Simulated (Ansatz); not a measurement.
# SrCl2 in Ansatz: the effect of functional

Crystal: SrCl2.

```
CELL_PARAMETERS angstrom
0.00000 3.55677 3.55677
3.55677 0.00000 3.55677
3.55677 3.55677 0.00000
ATOMIC_POSITIONS crystal
Sr 0.00000 0.00000 0.00000
Cl 0.75000 0.75000 0.75000
Cl 0.25000 0.25000 0.25000
```

The cell isn't the ideal one: volume scaled by 1.06.

Alike in all runs:

```yaml
Program: Ansatz 0.2.0
Task: single point
Potentials_or_basis: Ansatz PAW
k_mesh: 7 × 7 × 7
Occupations: fermi-dirac, width 0.05 eV
Spin: no spin polarisation
```

| functional | cutoff | gap on the mesh (eV) | pressure (GPa) |
| --- | --- | --- | --- |
| LDA | 420 eV (not typed: the program's choice for these potentials) | 4.70 | -4.4 |
| PBEsol | 420 eV (not typed: the program's choice for these potentials) | ? | ? |
| r2SCAN | 500 eV (not typed: the program's choice for these potentials) | 5.78 | -1.7 |

Question: What does the run with functional PBEsol give?

Answer: gap on the mesh 4.96 eV; pressure -2.7 GPa.

Caveats: odd divisions of the mesh miss points on the zone boundary, where band edges often lie, so the gap on the mesh can be too wide; the PAW data sets come from PBE, with cores solved anew for the run's functional, which leaves a small shift of forces and pressure.

A k mesh can miss the band edges.
